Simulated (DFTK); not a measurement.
Crystal: As.

```
As
1.0
     1.88080    1.08588    3.51406
    -1.88080    1.08588    3.51406
     0.00000   -2.17176    3.51406
As
2
Direct
  0.22600 0.22600 0.22600
  0.77400 0.77400 0.77400
```

Base run:

* Program: DFTK 0.8.2
* Functional: r2SCAN
* Potentials or basis: SG15 1.2 (PBE)
* Cutoff: 1225 eV
* k mesh: 7 × 7 × 7
* Occupations: fermi-dirac, width 0.05 eV
* Spin: no spin polarisation

Its results: band gap on the k mesh none (metal or under the smearing width); pressure 3.6 GPa; largest force 0.330 eV/Å.

Q: The run is repeated on the same cell with these changes: functional from r2SCAN to LDA. What comes out?

A: Band gap on the k mesh none (metal or under the smearing width); pressure 2.2 GPa; largest force 0.592 eV/Å.

Caveats: the potentials were made for another functional, which shifts forces and pressure.
